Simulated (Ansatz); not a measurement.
**AgCl: how the settings move a single-point run**

Aim: see which settings change the result for AgCl, by how much, and at what cost.

Method: reference: DFT, r2SCAN, PAW with Ansatz's default frozen-core files, scalar-relativistic, in Ansatz 0.2.0.

**1. The system as given**

It takes space group Fm-3m (No. 225, cubic). Conventional cell: a = 5.471 Å, b = 5.471 Å, c = 5.471 Å, α = 90.00°, β = 90.00°, γ = 90.00°. Around Ag (site symmetry m-3m) lie 6 Cl at 2.74 Å. Cl (site symmetry m-3m) is surrounded by 6 Ag at 2.74 Å.

As a file:

```
CELL_PARAMETERS angstrom
0.00000 2.73567 2.73567
2.73567 0.00000 2.73567
2.73567 2.73567 0.00000
ATOMIC_POSITIONS crystal
Ag 0.50000 0.50000 0.50000
Cl 0.00000 0.00000 0.00000
```

**2. Reference**

input.yaml

```yaml
crystal:
  lattice:
    - [0.0, 2.7356704056, 2.7356704056]
    - [2.7356704056, 0.0, 2.7356704056]
    - [2.7356704056, 2.7356704056, 0.0]
  atoms:
    - { symbol: Ag, position: [0.5, 0.5, 0.5] }
    - { symbol: Cl, position: [0.0, 0.0, 0.0] }
kpoints:
  mp_grid: { grid: [9, 9, 9] }
scf:
  occupations: { method: fermi_dirac, width: 0.01 }
hamiltonian:
  xc: r2scan
  pseudopotentials: { kind: paw }
output:
  forces: true
  stress: true
  eigenvalues: true
  efg: { contact_densities: true }
```

Started as:

```console
$ ansatz run input.yaml --threads 1 --pin off --max-ram 2048MiB --backend cpu --events-out ev --progress --plain --runs-dir out
```

**3. Changed: preconditioner none**

input.yaml: that of step 2 with these lines changed.

```diff
@@ -12,2 +12,3 @@
   occupations: { method: fermi_dirac, width: 0.01 }
+  mixing: { preconditioner: none }
 hamiltonian:
```

**Question.** What will these runs give? Wanted: for each run, ending; energy change; pressure; gap; force.

As calculated:

```csv
run,ending,energy change,pressure (GPa),gap (eV),force (eV/Å),cycles,time
reference,converged,0,2.2,1.53,0.00,7,4 s
1: preconditioner none,converged,0.0 meV/atom,2.2,1.53,0.00,7,3.8 s
```

Residual by cycle in the longest SCF loop of each run; runs are numbered as in the table. The quantity is the density residual dr2, in eV.

```csv
cycle,reference,run 1
1,0.0188,0.0188
2,0.00358,0.00358
3,7.1e-4,7.1e-4
4,1.0e-4,1.0e-4
5,3.9e-6,3.9e-6
6,5.3e-8,5.3e-8
7,1.6e-10,1.6e-10
```

Energy and cycle count are those of the reference, so the change (mixing) left the result and the number of cycles as they were.

These are semilocal Kohn-Sham gaps, which aren't the measured quantity. Such gaps usually fall short of the measured ones.
